How high a plane-wave cutoff does tungsten need?

A plane-wave calculation builds each electron orbital from waves of many wavelengths. The cutoff, in the column "sweep value" in rydberg (Ry), sets the highest kinetic energy of a wave that is let in, and so the finest detail that an orbital can show. Here it is raised in nine runs on one fixed cell of tungsten, treated with density-functional theory. "Energy less tightest" is the energy above that of the run at 68 Ry, and a negative pressure means that the cell would rather shrink.

Quantum ESPRESSO 7.5, plane-wave DFT with PBEsol and GBRV 1.5 ultrasoft potentials, for a fixed one-atom cell of tungsten (Im-3m), without spin polarisation or spin-orbit coupling. The k mesh is 12×12×12, with Fermi-Dirac smearing of 0.05 eV. The sweep value is the orbital cutoff in Ry, energies are free energies, and force miss is the largest component against the 68 Ry run.

```
sweep density cutoff (eV)  sweep value  energy less tightest (meV/atom)  pressure (GPa)  gap (eV)  force miss (eV/Å)
                     4898           18                           3441.4         -175.90     0.000              0.000
                     4898           22                            624.4          -40.33     0.000              0.000
                     4898           27                            214.5           -3.76     0.000              0.000
                     4898           31                            202.4           -3.85     0.000              0.000
                     4898           36                            140.7           -6.51     0.000              0.000
                     4898           40                             79.8           -6.34     0.000              0.000
                     4898           45                             27.0           -4.69     0.000              0.000
                     5878           54                              3.1           -2.80     0.000              0.000
                     7402           68                              0.0           -2.92     0.000              0.000
```

1. Why does the energy fall when the cutoff rises?

A larger set of waves contains the smaller one. The electrons can keep their old orbitals or find better ones, so the lowest energy can only go down. This argument is strict while the second cutoff, that of the charge density, stays fixed, as it does up to 45 Ry. The energy in fact falls at every step of the table.

Most of the fall comes early: by 27 Ry, 94% of it is done. What is left is still about 0.2 eV per atom, which is large on the scale of most questions about solids. A high percentage is therefore a poor measure of convergence when the starting error is several electronvolts.

2. May one stop when the energy stops moving?

From 27 to 31 Ry the energy drops by only 12 meV/atom, which looks like the end of the road. Yet the run at 31 Ry still lies 202 meV/atom above the last one. Between 36 and 40 Ry the energy falls five times faster per rydberg than it did on this false plateau.

The plateau is not due to a shortage of new waves, for their estimated number grows by 23% between 27 and 31 Ry. The new waves are there, but they bring little gain. A plausible reason, which these runs do not test, is that the orbitals have small components at just these wavelengths. The wave content of a localised orbital can pass through zero and grow again at shorter wavelengths.

Extrapolation fails for the same reason. If the error had gone on shrinking exponentially at its pace between 22 and 27 Ry, it would be about 13 meV/atom at 40 Ry. The table has 79.8. A small step shows that the curve is flat at that place, not that its end is near.

3. Why is the pressure so strongly negative at low cutoff?

The pressure is the response of the energy to a small change of volume, and the program works it out with the set of waves held fixed. When the cell is squeezed, every wave in the set is squeezed with it. Its wavelength shrinks and its kinetic energy rises, so the same set now reaches a higher cutoff. If the energy isn't converged, this alone lowers it, and the cell seems to gain by shrinking. The false inward pull is called Pulay stress.

Its size follows in two steps. Let V be the volume per atom, E the energy per atom and C the cutoff. Kinetic energy goes as one over wavelength squared, and wavelength goes as the cube root of volume, so for a fixed set

C ∝ V^(−2/3)

The pressure is −dE/dV. The part of it that comes from the shift of C is

P(Pulay) = (2 / 3V) × dE/d(ln C)

Two limits show what this means. With a complete set of waves the energy no longer depends on C, and the false pressure vanishes. It also vanishes wherever the energy curve happens to be flat, converged or not.

Take the step from 36 to 40 Ry as an example. The energy changes by 79.8 − 140.7 = −60.9 meV, or −0.0609 eV, and ln(40/36) is 0.105, so the slope is about −0.58 eV. With V = 15.85 Å³ the factor 2/(3V) is 0.042 per Å³. The product is −0.024 eV/Å³, and since 1 eV/Å³ is about 160 GPa, the false pressure is −3.9 GPa. The mean of the two computed pressures lies 3.5 GPa below the final one.

4. Why does the pressure look better at 27 Ry than at 40 Ry?

At 27 Ry the pressure is within 0.9 GPa of its final value, while at 36 and 40 Ry it is off by more than 3 GPa. The energy error runs the other way: it is larger at 27 Ry than at either of these. The formula removes the puzzle: the energy error is the height of the curve above its end, whereas the pressure error follows its slope. On the false plateau the height is large and the slope is small.

The estimate, which has no adjustable constant, was compared over all eight steps with how far the computed pressures lie from the final one, as the printed output after this text shows. From 27 Ry upward it agrees to about 0.5 GPa or better. In the two steps below 27 Ry it has the right sign and order of magnitude but is too weak, by about 10% and 30%. There the curve bends so sharply that the mean of two end points exaggerates the typical pressure between them, which accounts for at least part of the gap.

5. What would go wrong if the cell were relaxed at 36 Ry?

A relaxation that follows the printed pressure would answer the false pull as if it were real. Tungsten is stiff, with a bulk modulus of very roughly 310 GPa. The pressure error of 3.6 GPa at 36 Ry would then make the volume about 1% too small. That is about as much as the real correction, for the final pressure of −2.9 GPa also asks for a shrinkage of about 1%. This second part belongs to the chosen cell, which is slightly too large for this functional and these potentials.

The cure is to compute the energy at several volumes with the same cutoff and to look for the minimum of that curve. The set of waves is then renewed at each volume, and the false pull largely drops out. The numbers support this: once the Pulay estimate is taken off, the mean pressure of every step from 27 Ry upward lies between −2.4 and −3.2 GPa, close to the final value. In the two steps below 27 Ry it is still several GPa or more too negative, but there the mean of two end points is too crude to tell whether the cure itself fails.

6. Which digits can be trusted?

At 54 Ry the energy is 3.1 meV/atom above the run at 68 Ry, and the pressure differs by 0.12 GPa. For a tolerance of 10 meV/atom, 54 Ry is the lowest listed cutoff that serves. For 1 meV/atom or 0.1 GPa no run below 68 Ry is good enough, and 68 Ry itself has not been held against anything higher. The density cutoff also rises in the last two steps, so their small changes cannot be credited to one setting alone.

These are errors of total energies. When two crystal structures of tungsten are compared at the same cutoff, much of the error is common to both and cancels. The 27 meV/atom at 45 Ry is thus no measure of the error in such a difference, which has to be tested on the difference itself. The zeros in the force column are no sign of convergence either: with one atom in a cell of this symmetry, the force vanishes at any cutoff.

7. What carries over to another element?

The cutoff that is needed depends on the sharpest feature left in the orbitals after the potential has smoothed them near the nucleus. Compact orbitals call for short waves and a high cutoff, smooth ones for less, and the choice of potential can shift the answer for one and the same element. The link between energy and pressure is more general, because its derivation uses no property of tungsten. Wherever the energy still falls with the cutoff, a fixed set of waves adds a false inward pull to the computed pressure, and the steepness of the fall tells how strong it is. Near convergence other small errors can outweigh this pull: at 54 Ry the pressure lies slightly above the final one, not below it.

The analysis program printed:

```
Intervals between neighbouring cutoffs:
   row  from_Ry  to_Ry  energy_drop_meV  drop_meV_per_Ry  Pulay_estimate_GPa  mean_pressure_less_final_GPa  mean_pressure_less_Pulay_GPa
  4898      n/a     18              n/a              n/a                 n/a                           n/a                           n/a
  4898       18     22             2817            704.2               -94.6                        -105.2                        -13.51
  4898       22     27            409.9            81.98              -13.49                        -19.12                        -8.557
  4898       27     31             12.1            3.025             -0.5902                        -0.885                        -3.215
  4898       31     36             61.7            12.34              -2.781                         -2.26                        -2.399
  4898       36     40             60.9            15.22              -3.895                        -3.505                         -2.53
  4898       40     45             52.8            10.56              -3.021                        -2.595                        -2.494
  5878       45     54             23.9            2.656             -0.8834                        -0.825                        -2.862
  7402       54     68              3.1           0.2214            -0.09062                          0.06                        -2.769
Share of the whole energy fall done by 27 Ry, percent: 93.77
Fall per Ry in 36-40 Ry over that in 27-31 Ry, ratio: 5.033
Estimated plane waves at 27 Ry, number: 253.4
Estimated plane waves at 31 Ry, number: 311.8
Rise in plane waves from 27 to 31 Ry, percent: 23.03
Energy error at 40 Ry if the 22-27 Ry decay went on, meV/atom: 13.33
Computed energy error at 40 Ry, meV/atom: 79.8
Pressure change from 27 to 31 Ry, GPa: -0.09
Pressure at 27 Ry less final, GPa: -0.84
Pressure at 36 Ry less final, GPa: -3.59
Pressure at 54 Ry less final, GPa: 0.12
Rms miss of the Pulay estimate for intervals from 27 Ry up, GPa: 0.3459
Largest miss of the Pulay estimate from 27 Ry up, GPa: 0.5206
Rough volume shrinkage asked for by the final pressure, percent: 0.9419
Rough extra shrinkage from the pressure error at 36 Ry, percent: 1.158
```
